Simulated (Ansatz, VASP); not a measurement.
# One calculation of Nb, two programs

The input INCAR:

```
SYSTEM = Nb
  ALGO = Normal
  EDIFF = 1E-6
  ENCUT = 520
  ISIF = 2
  ISMEAR = -1
  LASPH = .True.
  LCHARG = .False.
  LREAL = .False.
  LWAVE = .False.
  NBANDS = 12
  NELM = 60
  PREC = Accurate
  SIGMA = 0.1
```

The input KPOINTS:

```
k-points
0
Gamma
  16 16 16
  0 0 0
```

The input POSCAR:

```
Nb
1.0
   -1.3306160278      1.3306160278      1.3306160278
    1.3306160278     -1.3306160278      1.3306160278
    1.3306160278      1.3306160278     -1.3306160278
Nb
1
Direct
    0.0000000000      0.0000000000      0.0000000000
```

Input for Ansatz:

```yaml
crystal:
  lattice:
    - [-1.3306160278, 1.3306160278, 1.3306160278]
    - [1.3306160278, -1.3306160278, 1.3306160278]
    - [1.3306160278, 1.3306160278, -1.3306160278]
  atoms:
    - { symbol: Nb, position: [0.0, 0.0, 0.0] }
kpoints:
  mp_grid: { grid: [16, 16, 16] }
  band_path:
    path:
      - [0.0, 0.0, 0.0]
      - [0.5, -0.5, 0.5]
      - [0.0, 0.0, 0.5]
      - [0.0, 0.0, 0.0]
      - [0.25, 0.25, 0.25]
      - [0.5, -0.5, 0.5]
      - [0.25, 0.25, 0.25]
      - [0.0, 0.0, 0.5]
    npoints: 8
scf:
  occupations: { method: fermi_dirac, width: 0.1 }
hamiltonian:
  xc: lda
  pseudopotentials: { kind: all_electron, lapw: { basis_error: 0.001 } }
output:
  forces: true
  stress: true
  eigenvalues: true
  populations: true
  dos: { projected: true, de: 0.2, e_range: [-14, 8] }
```

Change from the starting cell: volume scaled by 0.55, LAPW.

Alike in both runs: task single point; functional LDA; k mesh 16 × 16 × 16; occupations fermi-dirac, width 0.1 eV; no spin polarisation.

```csv
,VASP,Ansatz
version,VASP 6.6.1,Ansatz 0.2.0
potentials or method,"VASP PAW LDA potentials, release 64 (Nb_sv)","all-electron LAPW, scalar-relativistic"
plane-wave cutoff (eV),520,see its input
```

|  | VASP | Ansatz | Ansatz less VASP |
| --- | --- | --- | --- |
| pressure (GPa) | 352.1 | 349.7 | -2.41 |

Ansatz ran all-electron here, so the differences hold the error of VASP's frozen core and of both bases.

Caveats: the cell as given lies far from equilibrium; so large a pressure means that the cell lies far from this level's equilibrium, or that cutoff or potentials fall short (VASP).
